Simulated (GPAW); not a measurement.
Crystal: HfC.

```
CELL_PARAMETERS angstrom
0.00000 2.32500 2.32500
2.32500 0.00000 2.32500
2.32500 2.32500 0.00000
ATOMIC_POSITIONS crystal
Hf 0.50000 0.50000 0.50000
C 0.00000 0.00000 0.00000
```

Base run:

| Quantity | Value |
| --- | --- |
| Program | GPAW 26.7.0 |
| Functional | rSCAN |
| Potentials or basis | GPAW PAW data sets (gpaw-data 1.2.1) |
| Cutoff | 800 eV |
| Basis | pw |
| k mesh | 8 × 8 × 8 |
| Occupations | fermi-dirac, width 0.05 eV |
| Spin | spin-orbit coupling, no magnetisation |

Its results: pressure -1.7 GPa.

The run is repeated on the same cell with these changes: functional from rSCAN to PBE; cutoff from 800 eV to 650 eV; spin from spin-orbit coupling, no magnetisation to no spin polarisation. What comes out?

Pressure 1.4 GPa.

Several settings changed at once, so the effect can't be laid on one alone.

Caveats: spin-orbit coupling was added after a scalar SCF, so levels and gaps hold it while energy, forces, pressure and moments don't (some runs); the PAW data sets were made with another functional, which shifts forces and pressure a little (some runs); the cutoff is short for stress and forces, so pressures can be off by a GPa or more (some runs).
